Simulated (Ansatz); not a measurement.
BN:

```
CELL_PARAMETERS angstrom
0.00000 1.81300 1.81300
1.81300 0.00000 1.81300
1.81300 1.81300 0.00000
ATOMIC_POSITIONS crystal
N 0.25000 0.25000 0.25000
B 0.00000 0.00000 0.00000
```

The cell is a database's computed one.

Base run:

- Program: Ansatz 0.2.0
- Functional: HSE06
- Potentials or basis: all-electron PAW datasets made for the crystal
- Cutoff: 580 eV (chosen from the basis error)
- k mesh: 8 × 8 × 8
- Occupations: fermi-dirac, width 0.05 eV
- Spin: no spin polarisation

Its results: band gap on the k mesh 5.77 eV, indirect (least direct gap 10.52 eV); pressure -9.5 GPa.

Q: The run is repeated on the same cell with these changes: functional from HSE06 to PBE; cutoff from 580 eV (chosen from the basis error) to 520 eV (chosen from the basis error). What comes out?

A: Band gap on the k mesh 4.46 eV, indirect (least direct gap 8.78 eV); pressure -0.4 GPa.

HSE06 gives the wider gap, since exact exchange removes part of the self-interaction.

A k mesh can miss the band edges.
